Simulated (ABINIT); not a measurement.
# ZnS (F-43m) in ABINIT: settings compared

Aim: see how the results for ZnS move with the level of theory and the settings. Levels: r2SCAN, TB-mBJ, LDA. Tasks: band structure, equation of state.

Program: ABINIT 10.8.3 (patched build). These are calculated values, not measurements. Logs are shortened: lines on timing, memory, paths and dates and some standing lists are left out, and cuts for length are marked. The log counts tension as positive stress, the text compression.

**Measured values to compare with.**

“Electronic, vibrational, and thermodynamic properties of ZnS (zincblende and rocksalt structure)”, 2009, arxiv:0911.5022 quotes, for a bulk crystal of ZnS at 19 K: band gap 3.85 eV (direct).

How close the calculation comes is told below.

### Step 1. Starting point

The structure is cubic, space group F-43m (No. 216). The conventional cell has a = 5.404 Å, b = 5.404 Å, c = 5.404 Å, α = 90.00°, β = 90.00°, γ = 90.00°. Zn (site symmetry -43m) is surrounded by 4 S at 2.34 Å. Around S (site symmetry -43m) lie 4 Zn at 2.34 Å.

### Step 2. Band structure, r2SCAN

File run.abi:

```
ndtset 2

pp_dirpath "./"
pseudos "Zn.GGA_PBE-JTH.xml, S.GGA_PBE-JTH.xml"

acell 7.2210310021 7.2210310021 7.2210310021
rprim
     0.0000000000     0.7071067812     0.7071067812
     0.7071067812     0.0000000000     0.7071067812
     0.7071067812     0.7071067812     0.0000000000
ntypat 2
znucl 30 16
natom 2
typat 1 2
xcart
     7.6590599831     7.6590599831     7.6590599831
     0.0000000000     0.0000000000     0.0000000000

ecut 26.0
pawecutdg 48.0

ixc -497498
usekden 1
pawxcdev 0

occopt 3
tsmear 0.00183747

nstep 100

iomode 3
prtwf 0
prteig 0
prtebands 0
enunit 1
prtden1 1
prtkden1 1

kptopt1 1
ngkpt1 9 9 9
nshiftk1 1
shiftk1 0.0 0.0 0.0
nband1 13
tolvrs1 1.0e-7

iscf2 -2
getden2 1
getkden2 1
nband2 19
nbdbuf2 4
tolwfr2 1.0e-11
kptopt2 -9
ndivsm2 6
prteig2 1
prtvol2 -3
kptbounds2
     0.0000000000     0.0000000000     0.0000000000
     0.5000000000     0.0000000000     0.5000000000
     0.5000000000     0.2500000000     0.7500000000
     0.3750000000     0.3750000000     0.7500000000
     0.0000000000     0.0000000000     0.0000000000
     0.5000000000     0.5000000000     0.5000000000
     0.6250000000     0.2500000000     0.6250000000
     0.5000000000     0.2500000000     0.7500000000
     0.5000000000     0.5000000000     0.5000000000
     0.3750000000     0.3750000000     0.7500000000
```

Potentials or basis: JTH PAW PBE v2.0.

The run is started by

```bash
> abinit run.abi > log 2>&1
```

run.abo:

```text
.Version 10.8.3 of ABINIT
 DATASET    1 : space group F-4 3 m (#216); Bravais cF (face-center cubic)
================================================================================
 Values of the parameters that define the memory need for DATASET  1.
     intxc =       0    ionmov =       0      iscf =      17    lmnmax =      18
     lnmax =       6     mgfft =      36  mpssoang =       3    mqgrid =    3001
     natom =       2  nloc_mem =       2    nspden =       1   nspinor =       1
    nsppol =       1      nsym =      24    n1xccc =       1    ntypat =       2
    occopt =       3   xclevel =       2
       mpw =        1707          nfft =       46656          nkpt =          35
 PAW method is used; the additional fine FFT grid is defined by:
   mgfftf=        48    nfftf =    110592
================================================================================
================================================================================

 DATASET    2 : space group F-4 3 m (#216); Bravais cF (face-center cubic)
================================================================================
 Values of the parameters that define the memory need for DATASET  2.
     intxc =       0    ionmov =       0      iscf =      -2    lmnmax =      18
     lnmax =       6     mgfft =      36  mpssoang =       3    mqgrid =    3001
     natom =       2  nloc_mem =       2    nspden =       1   nspinor =       1
    nsppol =       1      nsym =      24    n1xccc =       1    ntypat =       2
    occopt =       3   xclevel =       2
       mpw =        1708          nfft =       46656          nkpt =         103
 PAW method is used; the additional fine FFT grid is defined by:
   mgfftf=        48    nfftf =    110592
================================================================================
================================================================================

--------------------------------------------------------------------------------
------------- Echo of variables that govern the present computation ------------
--------------------------------------------------------------------------------
 -outvars: echo values of preprocessed input variables --------
            acell      7.2210310021E+00  7.2210310021E+00  7.2210310021E+00 Bohr
              amu      6.53900000E+01  3.20660000E+01
             ecut      2.60000000E+01 Hartree
           enunit           1
           getden1          0
           getden2          1
          getkden1          0
          getkden2          1
             iscf1         17
             iscf2         -2
              ixc     -497498
           jdtset        1    2
           kptopt1          1
           kptopt2         -9
         kptrlatt        9    0    0      0    9    0      0    0    9
          kptrlen1     6.49892790E+01
          kptrlen2     3.00000000E+01
            natom           2
            nband1         13
            nband2         19
           nbdbuf1          0
           nbdbuf2          4
           ndtset           2
           ndivsm1          0
           ndivsm2          6
            ngfft          36      36      36
          ngfftdg          48      48      48
             nkpt1         35
             nkpt2        103
            nstep         100
             nsym          24
           ntypat           2
           occopt           3
        pawecutdg      4.80000000E+01 Hartree
         pawxcdev           0
        prtebands           0
           prteig1          0
           prteig2          1
          prtkden           1
           prtvol1          0
           prtvol2         -3
            prtwf           0
            rprim      0.0000000000E+00  7.0710678120E-01  7.0710678120E-01
                       7.0710678120E-01  0.0000000000E+00  7.0710678120E-01
                       7.0710678120E-01  7.0710678120E-01  0.0000000000E+00
           shiftk1     0.00000000E+00  0.00000000E+00  0.00000000E+00
           shiftk2     5.00000000E-01  5.00000000E-01  5.00000000E-01
          spgroup         216
           tolvrs1     1.00000000E-07
           tolvrs2     0.00000000E+00
           tolwfr1     0.00000000E+00
           tolwfr2     1.00000000E-11
           tsmear      1.83747000E-03 Hartree
            typat      1  2
          usekden           1
[... 268 lines left out ...]
  5.98E-12  5.44E-12  7.97E-11
 -3.1789E-01 -5.3917E-02 -5.3917E-02 -5.3917E-02 -3.3700E-02 -3.3700E-02
  1.8519E-01  1.8519E-01  1.8519E-01  2.8233E-01  4.3789E-01  4.3789E-01
  4.3789E-01  6.3369E-01  6.3369E-01  6.4601E-01  7.4591E-01  7.4591E-01
  7.4591E-01
 Non-SCF case, kpt    2 (  0.02941  0.00000  0.02941), residuals and eigenvalues=
  7.10E-12  9.29E-12  1.05E-12  9.40E-12  9.75E-12  8.34E-12  3.45E-12  5.10E-12
  8.30E-12  1.23E-12  7.44E-12  1.11E-12  4.54E-12  9.42E-12  9.59E-12  8.90E-12
[... 799 lines left out ...]
  2.35E-12  1.01E-12  8.63E-12  6.86E-12  7.06E-12  2.90E-12  3.05E-12  1.80E-09
  1.04E-07  9.20E-07  2.29E-05
 -2.7292E-01 -4.9768E-02 -4.3462E-02 -3.7459E-02 -3.2587E-02 -2.1432E-02
  1.2505E-02  6.7900E-02  1.2016E-01  3.5467E-01  4.3046E-01  5.3992E-01
  5.5454E-01  6.0351E-01  6.5556E-01  7.9496E-01  8.4625E-01  8.5063E-01
  8.9105E-01
 Non-SCF case, kpt  103 (  0.37500  0.37500  0.75000), residuals and eigenvalues=
  5.57E-12  8.12E-13  2.56E-12  9.27E-12  3.56E-12  5.29E-12  1.80E-12  2.07E-12
  7.02E-12  6.43E-12  2.14E-12  8.85E-12  6.02E-12  8.29E-12  9.09E-12  8.77E-10
  8.27E-08  5.62E-07  5.64E-06
 -2.7226E-01 -5.0084E-02 -4.2925E-02 -3.8016E-02 -3.2379E-02 -2.1062E-02
  1.3087E-02  6.7884E-02  1.1685E-01  3.5066E-01  4.2113E-01  5.5018E-01
  5.6586E-01  6.0443E-01  6.6148E-01  7.9013E-01  8.3937E-01  8.5776E-01
  8.9737E-01

Result for kinetic energy density :

--------------------------------------------------------------------------------
 Total kinetic energy density [Ha/Bohr^3]
)     Maximum=    5.0537E-01  at reduced coord.    0.0000    0.0000    0.0000
)     Minimum=    1.1960E-03  at reduced coord.    0.5000    0.5000    0.5000
   Integrated=    1.0996E+01
--------------------------------------------------------------------------------

--- !ResultsGS
iteration_state: {dtset: 2, }
comment   : Summary of ground state results
lattice_vectors:
- [  0.0000000,   5.1060400,   5.1060400, ]
- [  5.1060400,   0.0000000,   5.1060400, ]
- [  5.1060400,   5.1060400,   0.0000000, ]
lattice_lengths: [   7.22103,    7.22103,    7.22103, ]
lattice_angles: [ 60.000,  60.000,  60.000, ] # degrees, (23, 13, 12)
lattice_volume:   2.6624572E+02
convergence: {deltae:  0.000E+00, res2:  0.000E+00, residm:  9.986E-12, diffor:  0.000E+00, }
etotal    :  -6.58323041E+01
entropy   :   0.00000000E+00
fermie    :   2.34296935E-01
cartesian_stress_tensor: null
pressure_GPa: null
xred      :
- [  7.5000E-01,   7.5000E-01,   7.5000E-01, Zn]
- [ -1.5718E-11,  -1.5718E-11,  -1.5718E-11,  S]
cartesian_forces: null
force_length_stats: {min: null, max: null, mean: null, }
...

 Integrated electronic density in atomic spheres:
 ------------------------------------------------
 Atom  Sphere_radius  Integrated_density
    1        2.30770         10.78353242
    2        1.90380          3.60736497

================================================================================

 ----iterations are completed or convergence reached----

 Mean square residual over all n,k,spin=   53.264E-13; max=  99.862E-13
 reduced coordinates (array xred) for    2 atoms
       0.749999999984      0.749999999984      0.749999999984
      -0.000000000016     -0.000000000016     -0.000000000016

 cartesian coordinates (angstrom) at end:
    1      4.05299999724604     4.05299999724604     4.05299999724604
    2     -0.00000000008494    -0.00000000008494    -0.00000000008494
 length scales=  7.221031002100  7.221031002100  7.221031002100 bohr
              =  3.821205042943  3.821205042943  3.821205042943 angstroms
 Eigenvalues (   eV  ) for nkpt= 103  k points:
 kpt#   1, nband= 19, wtk=  1.00000, kpt=  0.0000  0.0000  0.0000 (reduced coord)
  -8.65019   -1.46715   -1.46715   -1.46715   -0.91703   -0.91703    5.03917    5.03917
   5.03917    7.68259   11.91548   11.91548   11.91548   17.24359   17.24359   17.57885
  20.29723   20.29723   20.29723
 kpt#   2, nband= 19, wtk=  1.00000, kpt=  0.0294  0.0000  0.0294 (reduced coord)
  -8.64110   -1.46826   -1.46484   -1.46484   -0.91805   -0.91637    4.95772    5.01337
   5.01337    7.77300   11.86478   11.95406   11.95406   17.09733   17.25486   17.66192
  20.33139   20.33139   20.35242
 kpt#   3, nband= 19, wtk=  1.00000, kpt=  0.0588  0.0000  0.0588 (reduced coord)
  -8.61402   -1.47147   -1.45791   -1.45791   -0.92104   -0.91440    4.74142    4.93812
   4.93812    8.01468   11.72172   12.06774   12.06774   16.71781   17.28863   17.90494
  20.43368   20.43368   20.48549
 kpt#   4, nband= 19, wtk=  1.00000, kpt=  0.0882  0.0000  0.0882 (reduced coord)
  -8.56949   -1.47647   -1.44646   -1.44646   -0.92580   -0.91120    4.44285    4.81926
   4.81926    8.35026   11.50823   12.25082   12.25082   16.21968   17.34452   18.28491
  20.60337   20.60337   20.65375
 kpt#   5, nband= 19, wtk=  1.00000, kpt=  0.1176  0.0000  0.1176 (reduced coord)
[... 381 lines left out ...]
   3.50161    9.90201   11.90519   14.16107   14.27245   16.87087   17.86726   21.04590
  21.91744   23.22577   24.29180
 kpt# 101, nband= 19, wtk=  1.00000, kpt=  0.4000  0.4000  0.7000 (reduced coord)
  -7.45666   -1.34729   -1.20241   -1.00776   -0.89060   -0.60596    0.29101    1.96970
   3.37892    9.77789   11.88301   14.36003   14.69983   16.59810   17.80545   21.47041
  22.49617   23.27667   24.22390
 kpt# 102, nband= 19, wtk=  1.00000, kpt=  0.3875  0.3875  0.7250 (reduced coord)
  -7.42649   -1.35425   -1.18266   -1.01931   -0.88674   -0.58320    0.34027    1.84765
   3.26984    9.65098   11.71347   14.69205   15.08987   16.42241   17.83876   21.63203
  23.02763   23.14683   24.24663
 kpt# 103, nband= 19, wtk=  1.00000, kpt=  0.3750  0.3750  0.7500 (reduced coord)
  -7.40855   -1.36286   -1.16806   -1.03448   -0.88108   -0.57311    0.35611    1.84722
   3.17974    9.54181   11.45943   14.97119   15.39782   16.44744   17.99976   21.50056
  22.84035   23.34079   24.41861

== END DATASET(S) ==============================================================
================================================================================

 -outvars: echo values of variables after computation  --------
            acell      7.2210310021E+00  7.2210310021E+00  7.2210310021E+00 Bohr
           etotal1    -6.5832304059E+01
            fcart1    -0.0000000000E+00 -0.0000000000E+00 -0.0000000000E+00
                      -0.0000000000E+00 -0.0000000000E+00 -0.0000000000E+00
            rprim      0.0000000000E+00  7.0710678120E-01  7.0710678120E-01
                       7.0710678120E-01  0.0000000000E+00  7.0710678120E-01
                       7.0710678120E-01  7.0710678120E-01  0.0000000000E+00
           strten1     1.9080600203E-05  1.9080600203E-05  1.9080600203E-05
                       0.0000000000E+00  0.0000000000E+00  0.0000000000E+00
           xangst      4.0529999972E+00  4.0529999972E+00  4.0529999972E+00
                      -8.4940127209E-11 -8.4939602240E-11 -8.4939602240E-11
             xred      7.4999999998E-01  7.4999999998E-01  7.4999999998E-01
                      -1.5717815938E-11 -1.5718010227E-11 -1.5718010227E-11
 Calculation completed.
```

It took 9.6 min on 1 thread of Intel Xeon 6975P-C (Granite Rapids), shared host; peak memory 0.17 GiB.

Results:

```
Free energy                                           : -1791.3883 eV
Pressure                                              : -0.6 GPa
Band gap on the k mesh                                : 2.64 eV, direct
Band gap along the path                               : 2.64 eV, direct
Valence electrons inside the program's atomic spheres : Zn 10.78; S 3.61
```

Levels at the corners of the path, in eV from the valence-band top:
| point | band 6 | band 7 | band 8 | band 9 | band 10 | band 11 | band 12 | band 13 |
| --- | --- | --- | --- | --- | --- | --- | --- | --- |
| Γ | -5.96 | 0.00 | 0.00 | 0.00 | 2.64 | 6.88 | 6.88 | 6.88 |
| X | -5.74 | -4.62 | -2.29 | -2.29 | 3.72 | 4.48 | 11.73 | 12.78 |
| W | -5.56 | -4.65 | -2.82 | -2.79 | 6.04 | 6.58 | 8.44 | 8.67 |
| K | -5.61 | -4.68 | -3.19 | -1.86 | 4.50 | 6.42 | 9.93 | 10.36 |
| Γ | -5.96 | 0.00 | 0.00 | 0.00 | 2.64 | 6.88 | 6.88 | 6.88 |
| L | -5.76 | -5.41 | -0.89 | -0.89 | 3.80 | 7.37 | 7.37 | 9.40 |
| U | -5.61 | -4.68 | -3.19 | -1.86 | 4.50 | 6.42 | 9.93 | 10.36 |
| W | -5.56 | -4.65 | -2.82 | -2.79 | 6.04 | 6.58 | 8.44 | 8.67 |
| L | -5.76 | -5.41 | -0.89 | -0.89 | 3.80 | 7.37 | 7.37 | 9.40 |
| K | -5.61 | -4.68 | -3.19 | -1.86 | 4.50 | 6.42 | 9.93 | 10.36 |

Caveat: totals of a meta-GGA on PAW files have another zero than those of a GGA; the PAW data sets were made with another functional, which shifts forces and pressure a little.

(Part 1 of 2 ends here.)
